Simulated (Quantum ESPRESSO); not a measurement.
# Si (P6_3/mmc) in Quantum ESPRESSO: further runs, part 2 of 3

Quantum ESPRESSO 7.5. Earlier steps stand in the parts before.

## (4) Phonons, LDA

File pw.in:

```
&CONTROL
  calculation = 'scf'
  prefix = 'pwscf'
  outdir = './tmp'
  pseudo_dir = './pseudo'
  tprnfor = .true.
  tstress = .true.
  disk_io = 'low'
/
&SYSTEM
  ibrav = 0
  celldm(1) = 8
  nat = 4
  ntyp = 1
  ecutwfc = 32
  nbnd = 14
  occupations = 'smearing'
  smearing = 'fd'
  degauss = 0.00367493
/
&ELECTRONS
  conv_thr = 8d-10
  electron_maxstep = 120
  mixing_beta = 0.5
/
ATOMIC_SPECIES
Si    28.0850 Si.upf
CELL_PARAMETERS alat
  0.9050175871052   0.0000000000000   0.0000000000000
 -0.4525087935644   0.7837682213152   0.0000000000000
  0.0000000000000   0.0000000000000   1.4958651538947
ATOMIC_POSITIONS crystal
Si     0.6666666667    0.3333333333    0.9369905000
Si     0.3333333333    0.6666666667    0.4369905000
Si     0.6666666667    0.3333333333    0.5630095000
Si     0.3333333333    0.6666666667    0.0630095000
K_POINTS automatic
6 6 4 0 0 1
```

File relax.in:

```
&CONTROL
  calculation = 'vc-relax'
  prefix = 'pwscf'
  outdir = './tmp'
  pseudo_dir = './pseudo'
  tprnfor = .true.
  tstress = .true.
  disk_io = 'low'
  nstep = 40
  forc_conv_thr = 0.0001
  etot_conv_thr = 1d-06
/
&SYSTEM
  ibrav = 0
  celldm(1) = 8
  nat = 4
  ntyp = 1
  ecutwfc = 32
  nbnd = 14
  occupations = 'smearing'
  smearing = 'fd'
  degauss = 0.00367493
/
&ELECTRONS
  conv_thr = 8d-10
  electron_maxstep = 120
  mixing_beta = 0.5
/
&IONS
  ion_dynamics = 'bfgs'
/
&CELL
  cell_dynamics = 'bfgs'
  press = 0
  press_conv_thr = 0.2
/
ATOMIC_SPECIES
Si    28.0850 Si.upf
CELL_PARAMETERS alat
  0.9050175871112   0.0000000000068   0.0000000000000
 -0.4525087935615   0.7837682213066   0.0000000000000
  0.0000000000000   0.0000000000000   1.4958651538947
ATOMIC_POSITIONS crystal
Si     0.6666666666    0.3333333332    0.9369905000
Si     0.3333333332    0.6666666666    0.4369905000
Si     0.6666666666    0.3333333332    0.5630095000
Si     0.3333333332    0.6666666666    0.0630095000
K_POINTS automatic
6 6 4 0 0 1
```

File gamma.in:

```
&CONTROL
  calculation = 'bands'
  prefix = 'pwscf'
  outdir = './tmp'
  pseudo_dir = './pseudo'
  disk_io = 'low'
  verbosity = 'high'
/
&SYSTEM
  ibrav = 0
  celldm(1) = 8
  nat = 4
  ntyp = 1
  ecutwfc = 32
  nbnd = 14
  occupations = 'smearing'
  smearing = 'fd'
  degauss = 0.00367493
/
&ELECTRONS
  conv_thr = 1d-08
  electron_maxstep = 120
  mixing_beta = 0.5
  diago_full_acc = .true.
  startingwfc = 'random'
/
ATOMIC_SPECIES
Si    28.0850 Si.upf
CELL_PARAMETERS alat
  0.8973600102277   0.0000000000068   0.0000000000000
 -0.4486800051197   0.7771365651940   0.0000000000000
  0.0000000000000   0.0000000000000   1.4824259357255
ATOMIC_POSITIONS crystal
Si     0.6666666665    0.3333333331    0.9370960589
Si     0.3333333331    0.6666666665    0.4370960589
Si     0.6666666665    0.3333333331    0.5629039411
Si     0.3333333331    0.6666666665    0.0629039411
K_POINTS crystal
1
0.0 0.0 0.0 1
```

File scf2.in:

```
&CONTROL
  calculation = 'scf'
  prefix = 'pwscf'
  outdir = './tmp'
  pseudo_dir = './pseudo'
  tprnfor = .true.
  tstress = .true.
  disk_io = 'low'
/
&SYSTEM
  ibrav = 0
  celldm(1) = 8
  nat = 4
  ntyp = 1
  ecutwfc = 32
  nbnd = 14
  occupations = 'fixed'
/
&ELECTRONS
  conv_thr = 1d-13
  electron_maxstep = 120
  mixing_beta = 0.5
  startingpot = 'file'
/
ATOMIC_SPECIES
Si    28.0850 Si.upf
CELL_PARAMETERS alat
  0.8973600102277   0.0000000000068   0.0000000000000
 -0.4486800051197   0.7771365651940   0.0000000000000
  0.0000000000000   0.0000000000000   1.4824259357255
ATOMIC_POSITIONS crystal
Si     0.6666666665    0.3333333331    0.9370960589
Si     0.3333333331    0.6666666665    0.4370960589
Si     0.6666666665    0.3333333331    0.5629039411
Si     0.3333333331    0.6666666665    0.0629039411
K_POINTS automatic
6 6 4 0 0 1
```

File ph.in:

```
phonons of Si
&INPUTPH
  prefix = 'pwscf'
  outdir = './tmp'
  tr2_ph = 1d-18
  fildyn = 'dyn'
  niter_ph = 90
  alpha_mix(1) = 0.7
  epsil = True
/
0.0000000000 0.0000000000 0.0000000000
```

File dynmat.in:

```
&INPUT
  fildyn = 'dyn'
  asr = 'crystal'
  lperm = .true.
  filout = 'dynmat.disp'
  fileig = 'dynmat.eig'
/
```

File dynmat_lo.in:

```
&INPUT
  fildyn = 'dyn'
  asr = 'crystal'
  filout = 'dynmat_lo.disp'
  fileig = 'dynmat_lo.eig'
  q(1) = 0
  q(2) = 0
  q(3) = 1
/
```

Potentials or basis: PseudoDojo 0.4.1 SR LDA standard.

On the command line:

```console
> OMP_NUM_THREADS=1 pw.x -in pw.in > pw.out
> OMP_NUM_THREADS=1 pw.x -in relax.in > relax.out
> OMP_NUM_THREADS=1 pw.x -in gamma.in > gamma.out
> OMP_NUM_THREADS=1 pw.x -in scf2.in > scf2.out
> OMP_NUM_THREADS=1 ph.x -in ph.in > ph.out
> OMP_NUM_THREADS=1 dynmat.x -in dynmat.in > dynmat.out
> OMP_NUM_THREADS=1 dynmat.x -in dynmat_lo.in > dynmat_lo.out
```

pw.out:

```text
This program is part of the open-source Quantum ESPRESSO suite
     for quantum simulation of materials; please cite
         "P. Giannozzi et al., J. Phys.:Condens. Matter 21 395502 (2009);
         "P. Giannozzi et al., J. Phys.:Condens. Matter 29 465901 (2017);
         "P. Giannozzi et al., J. Chem. Phys. 152 154105 (2020);
     in publications or presentations arising from this work. More details at

     Message from routine setup:
     using ibrav=0 with symmetry is DISCOURAGED, use correct ibrav instead

     G-vector sticks info
     --------------------
     sticks:   dense  smooth     PW     G-vecs:    dense   smooth      PW
     Sum         463     463    151                13285    13285    2249

     Using Slab Decomposition

     bravais-lattice index     =            0
     lattice parameter (alat)  =       8.0000  a.u.
     unit-cell volume          =     543.2592 (a.u.)^3
     number of atoms/cell      =            4
     number of atomic types    =            1
     number of electrons       =        16.00
     number of Kohn-Sham states=           14
     kinetic-energy cutoff     =      32.0000  Ry
     charge density cutoff     =     128.0000  Ry
     scf convergence threshold =      8.0E-10
     mixing beta               =       0.5000
     number of iterations used =            8  plain     mixing
     Exchange-correlation= SLA  PW   NOGX NOGC
                           (   1   4   0   0   0   0   0)

     celldm(1)=   8.000000  celldm(2)=   0.000000  celldm(3)=   0.000000
     celldm(4)=   0.000000  celldm(5)=   0.000000  celldm(6)=   0.000000

     crystal axes: (cart. coord. in units of alat)
               a(1) = (   0.905018   0.000000   0.000000 )
               a(2) = (  -0.452509   0.783768   0.000000 )
               a(3) = (   0.000000   0.000000   1.495865 )

     reciprocal axes: (cart. coord. in units 2 pi/alat)
               b(1) = (  1.104951  0.637944 -0.000000 )
               b(2) = (  0.000000  1.275887  0.000000 )
               b(3) = (  0.000000 -0.000000  0.668509 )

     PseudoPot. # 1 for Si read from file:
     Si.upf
     Pseudo is Norm-conserving + core correction, Zval =  4.0
     Generated using ONCVPSP code by D. R. Hamann
     Using radial grid of 1510 points,  6 beta functions with:
                l(1) =   0
                l(2) =   0
                l(3) =   1
                l(4) =   1
                l(5) =   2
                l(6) =   2

     atomic species   valence    mass     pseudopotential
     Si                4.00    28.08500     Si( 1.00)

     24 Sym. Ops., with inversion, found (12 have fractional translation)

   Cartesian axes

     site n.     atom                  positions (alat units)
         1        Si     tau(   1) = (   0.4525088   0.2612561   1.4016114  )
         2        Si     tau(   2) = (  -0.0000000   0.5225121   0.6536789  )
         3        Si     tau(   3) = (   0.4525088   0.2612561   0.8421863  )
         4        Si     tau(   4) = (  -0.0000000   0.5225121   0.0942537  )

     number of k points=    14  Fermi-Dirac smearing, width (Ry)=  0.0037
                       cart. coord. in units 2pi/alat
        k(    1) = (   0.0000000   0.0000000   0.0835637), wk =   0.0277778
        k(    2) = (   0.0000000   0.0000000   0.2506910), wk =   0.0277778
        k(    3) = (   0.0000000   0.2126479   0.0835637), wk =   0.1666667
        k(    4) = (   0.0000000   0.2126479   0.2506910), wk =   0.1666667
        k(    5) = (   0.0000000   0.4252958   0.0835637), wk =   0.1666667
        k(    6) = (   0.0000000   0.4252958   0.2506910), wk =   0.1666667
        k(    7) = (   0.0000000  -0.6379437   0.0835637), wk =   0.0833333
        k(    8) = (   0.0000000  -0.6379437   0.2506910), wk =   0.0833333
        k(    9) = (   0.1841585   0.3189719   0.0835637), wk =   0.1666667
        k(   10) = (   0.1841585   0.3189719   0.2506910), wk =   0.1666667
        k(   11) = (   0.1841585   0.5316198   0.0835637), wk =   0.3333333
        k(   12) = (   0.1841585   0.5316198   0.2506910), wk =   0.3333333
        k(   13) = (   0.3683170   0.6379437   0.0835637), wk =   0.0555556
        k(   14) = (   0.3683170   0.6379437   0.2506910), wk =   0.0555556

     Dense  grid:    13285 G-vectors     FFT dimensions: (  27,  27,  48)

     Initial potential from superposition of free atoms

     starting charge      15.9978, renormalised to      16.0000
     Starting wfcs are   16 randomized atomic wfcs

     Self-consistent Calculation

     iteration #  1     ecut=    32.00 Ry     beta= 0.50
     Davidson diagonalization with overlap
     ethr =  1.00E-02,  avg # of iterations =  4.1

     Threshold (ethr) on eigenvalues was too large:
     Diagonalizing with lowered threshold

     Davidson diagonalization with overlap
     ethr =  6.72E-04,  avg # of iterations =  1.8

     total energy              =     -34.09591112 Ry
     estimated scf accuracy    <       0.11686432 Ry

     iteration #  2     ecut=    32.00 Ry     beta= 0.50
     Davidson diagonalization with overlap
     ethr =  7.30E-04,  avg # of iterations =  1.0

     total energy              =     -34.09391173 Ry
     estimated scf accuracy    <       0.01854175 Ry

     iteration #  3     ecut=    32.00 Ry     beta= 0.50
     Davidson diagonalization with overlap
     ethr =  1.16E-04,  avg # of iterations =  4.0

     total energy              =     -34.09514490 Ry
     estimated scf accuracy    <       0.00035444 Ry

     iteration #  4     ecut=    32.00 Ry     beta= 0.50
     Davidson diagonalization with overlap
     c_bands:  1 eigenvalues not converged
     ethr =  2.22E-06,  avg # of iterations =  7.8

     total energy              =     -34.09521898 Ry
     estimated scf accuracy    <       0.00000952 Ry

     iteration #  5     ecut=    32.00 Ry     beta= 0.50
     Davidson diagonalization with overlap
     ethr =  5.95E-08,  avg # of iterations =  2.2

     total energy              =     -34.09522112 Ry
     estimated scf accuracy    <       0.00000020 Ry

     iteration #  6     ecut=    32.00 Ry     beta= 0.50
     Davidson diagonalization with overlap
     ethr =  1.28E-09,  avg # of iterations =  3.4

     total energy              =     -34.09522116 Ry
     estimated scf accuracy    <       0.00000008 Ry

     iteration #  7     ecut=    32.00 Ry     beta= 0.50
     Davidson diagonalization with overlap
     ethr =  5.13E-10,  avg # of iterations =  2.0

     total energy              =     -34.09522117 Ry
     estimated scf accuracy    <          2.4E-09 Ry

     iteration #  8     ecut=    32.00 Ry     beta= 0.50
     Davidson diagonalization with overlap
     ethr =  1.52E-11,  avg # of iterations =  2.5

     End of self-consistent calculation

          k = 0.0000 0.0000 0.0836 (  1677 PWs)   bands (ev):

    -5.9039  -3.8644  -0.7075   4.7648   4.7648   5.3471   6.1407   6.1407
     7.2092   8.2982   8.2982   8.8041   9.6893  10.2642

          k = 0.0000 0.0000 0.2507 (  1672 PWs)   bands (ev):

    -5.5055  -4.7513   0.9295   3.1212   5.0676   5.0676   5.6042   5.6042
     7.6102   8.3318   8.8297   8.8297   9.5777   9.5777

          k = 0.0000 0.2126 0.0836 (  1676 PWs)   bands (ev):

    -5.5829  -3.5414  -0.5645   2.8858   4.1200   4.2184   5.3250   5.6436
     7.4340   8.8060   9.1181   9.4084   9.7364  11.1741

          k = 0.0000 0.2126 0.2507 (  1668 PWs)   bands (ev):

    -5.1861  -4.4337   0.9727   2.7769   3.3387   4.2872   4.5332   5.0917
     7.7827   8.5828   9.5055   9.7980  10.0975  10.6531

          k = 0.0000 0.4253 0.0836 (  1665 PWs)   bands (ev):

    -4.6671  -2.6299  -0.9126   1.4663   1.6563   3.5019   4.3075   4.9654
     6.8831   8.3440   8.9219   9.6133  10.5456  11.9085

          k = 0.0000 0.4253 0.2507 (  1661 PWs)   bands (ev):

    -4.2789  -3.5411  -0.1033   0.7765   2.6260   3.8253   4.1713   4.3998
     6.9088   7.7602   8.2776   9.7336  10.8325  12.4853

          k = 0.0000-0.6379 0.0836 (  1632 PWs)   bands (ev):

    -3.7227  -2.2495  -1.4470   0.0973   1.7845   3.2300   3.4319   4.7043
     6.6133   8.0319   9.0486   9.5207  10.9569  10.9694

          k = 0.0000-0.6379 0.2507 (  1666 PWs)   bands (ev):

    -3.3664  -2.7405  -1.3145  -0.6666   3.0774   3.5557   4.1242   4.1344
     6.8787   6.9895   8.1107   8.4668  10.8565  12.9121

          k = 0.1842 0.3190 0.0836 (  1666 PWs)   bands (ev):

    -4.9593  -2.9166  -0.6069   1.8140   2.4626   2.9240   4.5174   4.7991
     8.3868   8.5048   9.3325   9.6940  10.6573  10.8086

          k = 0.1842 0.3190 0.2507 (  1670 PWs)   bands (ev):

    -4.5673  -3.8220   0.4651   1.5200   2.7169   3.2784   3.8980   4.2435
     8.1218   9.1235   9.4939   9.6166  10.2795  10.7716

          k = 0.1842 0.5316 0.0836 (  1656 PWs)   bands (ev):

    -3.8505  -2.0466  -1.4203   0.5711   1.6845   2.2799   3.6329   3.7359
     7.9046   8.5899   9.3489  10.2858  11.2787  11.6726

          k = 0.1842 0.5316 0.2507 (  1654 PWs)   bands (ev):

    -3.4845  -2.8105  -0.9561  -0.2304   2.3006   2.9818   3.3039   4.3223
     7.5132   8.5688   8.9814   9.6328   9.8533  11.7978

          k = 0.3683 0.6379 0.0836 (  1662 PWs)   bands (ev):

    -2.7702  -2.7702  -0.4859  -0.4859   1.0746   2.7739   2.8654   2.8654
     7.2059  10.3215  10.3215  11.5593  11.9605  11.9605

          k = 0.3683 0.6379 0.2507 (  1644 PWs)   bands (ev):

    -2.5688  -2.5688  -1.0670  -1.0670   1.4353   2.0915   3.9659   3.9659
     8.1335   8.1335   8.7092  10.8545  12.1352  12.1355

     the Fermi energy is     6.3663 ev

!    total energy              =     -34.09522117 Ry
     estimated scf accuracy    <          1.9E-10 Ry
     smearing contrib. (-TS)   =      -0.00002567 Ry
     internal energy E=F+TS    =     -34.09519551 Ry

     The total energy is F=E-TS. E is the sum of the following terms:
     one-electron contribution =       9.53405718 Ry
     hartree contribution      =       2.24682092 Ry
     xc contribution           =     -12.38591991 Ry
     ewald contribution        =     -33.49015370 Ry

     convergence has been achieved in   8 iterations

     Forces acting on atoms (cartesian axes, Ry/au):

     atom    1 type  1   force =     0.00000000    0.00000000    0.00083674
     atom    2 type  1   force =     0.00000000   -0.00000000    0.00083674
     atom    3 type  1   force =    -0.00000000   -0.00000000   -0.00083674
     atom    4 type  1   force =     0.00000000    0.00000000   -0.00083674

     Total force =     0.001673     Total SCF correction =     0.000005

     Computing stress (Cartesian axis) and pressure

          total   stress  (Ry/bohr**3)                   (kbar)     P=      -23.74
  -0.00015975  -0.00000000   0.00000000          -23.50       -0.00        0.00
  -0.00000000  -0.00015975   0.00000000           -0.00      -23.50        0.00
   0.00000000  -0.00000000  -0.00016467            0.00       -0.00      -24.22

=------------------------------------------------------------------------------=
   JOB DONE.
=------------------------------------------------------------------------------=
```

Run time: 99 s. Hardware: 1 thread of Intel Xeon 6975P-C (Granite Rapids), shared host; peak memory 0.05 GiB.

What came out:

| Item | Value |
| --- | --- |
| Free energy | -463.9044 eV |
| Relaxed volume | 19.61 Å³/atom |
| Relaxed cell | a = 3.799 Å, b = 3.799 Å, c = 6.276 Å, α = 90.00°, β = 90.00°, γ = 120.00° |
| Space group after relaxing (to 0.05 Å) | P6_3/mmc (No. 194) |
| Pressure after relaxing | 0.0 GPa |
| Highest phonon frequency at Γ | 510 cm⁻¹ |

Final structure:
```yaml
crystal:
  lattice:
    - [3.79890, 0.00000, 0.00000]
    - [-1.89945, 3.28994, 0.00000]
    - [0.00000, 0.00000, 6.27573]
  atoms:
    - { symbol: Si, position: [0.66667, 0.33333, 0.93710] }
    - { symbol: Si, position: [0.33333, 0.66667, 0.43710] }
    - { symbol: Si, position: [0.66667, 0.33333, 0.56290] }
    - { symbol: Si, position: [0.33333, 0.66667, 0.06290] }
```

Phonon frequencies in cm⁻¹ (negative: imaginary):
| q point | frequencies |
| --- | --- |
| (0.000, 0.000, 0.000) | 0 0 0 92 92 373 415 494 494 508 510 510 |

Optical modes at Γ, degenerate ones joined, polar ones without the macroscopic field:
```csv
cm⁻¹,components,symmetry,active in
92,2,E2u,silent
373,1,B1g,silent
415,1,B2u,silent
494,2,E2g,Raman
508,1,A1g,Raman
510,2,E1g,Raman
```

Caveat: the gap on the mesh is small and may close between mesh points, in which case fixed occupations spoil the response.

[end of part 2 of 3]
